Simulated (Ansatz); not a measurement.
A (001) slab of NbP (I4_1md (No. 109)), 8 planes, outer planes P (top) and Nb (bottom), with 8 atoms (Nb4P4) in a surface cell of A = 11.024 Å², as cut from the bulk:

```yaml
crystal:
  lattice:
    - [3.32025, 0.00000, 0.00000]
    - [0.00000, 3.32025, 0.00000]
    - [0.00000, 0.00000, 24.39647]
  atoms:
    - { symbol: Nb, position: [0.50000, 0.50000, 0.30742] }
    - { symbol: P, position: [0.00000, 0.00000, 0.34549] }
    - { symbol: Nb, position: [0.00000, 0.50000, 0.42312] }
    - { symbol: P, position: [0.50000, 0.00000, 0.46118] }
    - { symbol: Nb, position: [0.00000, 0.00000, 0.53882] }
    - { symbol: P, position: [0.50000, 0.50000, 0.57688] }
    - { symbol: Nb, position: [0.50000, 0.00000, 0.65451] }
    - { symbol: P, position: [0.00000, 0.50000, 0.69258] }
```

Theory: Ansatz, DFT PBEsol, scalar-relativistic, plane waves, PAW. Settings: cutoff 420 eV, Γ-centred mesh 10×10×1 on the computed 8-atom cell, Gaussian smearing of 0.10 eV; no spin polarisation. A dipole correction removes the field between periodic images along c.

Against the same 8 atoms in the bulk, the slab as cut lies 3.526 eV higher and the relaxed slab 3.459 eV higher.

(1) Work out the surface energy before and after relaxation.

(2) What is the ideal work of this cut, per area?

Answers

(1) The slab has two faces, so γ = (E_slab − N·E_bulk)/(2A), the mean of both. As cut: 3.526/(2 × 11.024) = 0.1599 eV/Å², and 1 eV/Å² = 16.02 J/m², so γ = 2.56 J/m². Relaxed: 3.459/(2 × 11.024) = 0.1569 eV/Å² = 2.51 J/m². Relaxation recovers 1.9 % of the cost of cutting.

(2) Griffith's ideal work is 2γ: 5.12 J/m² if the new faces stay rigid, 5.03 J/m² if they relax. Other cuts parallel to this plane can cost less. One thickness was run, 8 planes, so γ can still shift with it.